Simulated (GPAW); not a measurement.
A run of GPAW 26.7.0 is set up as follows.

Contents of POSCAR:

```
RbBr
1.0
    0.0000000000      3.4270000000      3.4270000000
    3.4270000000      0.0000000000      3.4270000000
    3.4270000000      3.4270000000      0.0000000000
Rb Br
1 1
Direct
    0.0000000000      0.0000000000      0.0000000000
    0.5000000000      0.5000000000      0.5000000000
```

Potentials or basis: GPAW PAW data sets (gpaw-data 1.2.1), pw.

Command:

```sh
$ OMP_NUM_THREADS=1 gpaw run POSCAR -p 'mode=PW(600),xc=PBE,kpts={size:(7,7,7),gamma:True},occupations={name:fermi-dirac,width:0.05},nbands=16,convergence={density:1e-05,energy:1e-05},maxiter=150,txt=gpaw.txt' --properties efs -w gs.gpw
```

Question: What does it give for the pressure?

Answer: 1.0 GPa.

Question: What does it give for the band gap on the k mesh?

Answer: 4.37 eV, direct.

Caveat: an odd mesh through Γ misses points on the zone boundary, where band edges often lie.
